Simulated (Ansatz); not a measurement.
Runs of Ansatz 0.2.0 on Tl. It takes space group P6_3/mmc (No. 194, hexagonal). The conventional cell has a = 3.456 Å, b = 3.456 Å, c = 5.525 Å, α = 90.00°, β = 90.00°, γ = 120.00°. Tl (site symmetry -6m2) has 12 Tl at 3.41 to 3.46 Å as nearest neighbours. 

```csv
level,gap on the mesh (eV),pressure (GPa),relaxed volume (Å³/atom)
PBEsol+D3(BJ),none,0.0,(a)
PBEsol,none,0.0,28.64
PBEsol+D3(BJ)-ATM,none,0.0,27.17
PBEsol+D4,none,0.0,27.74
```

Alike in all rows: task relaxation of cell and atoms; potentials or basis Ansatz PAW; no spin polarisation; cell relaxed; k mesh 9 × 9 × 5; cutoff (eV) 420; smearing fermi-dirac 0.05 eV.

Estimate the missing entries.

(a) 27.03.

Caveats: the plane-wave basis is chosen anew once the cell has moved, so the energies of steps on either side of that aren't comparable; the PAW data sets come from PBE, with cores solved anew for the run's functional, which leaves a small shift of forces and pressure; pairwise dispersion overbinds metals, which lowers pressure and volume (some runs).

A k mesh can miss the band edges, and the runs leave out spin-orbit coupling on Tl.

A gap of «none» marks a metal or a gap under the smearing width.
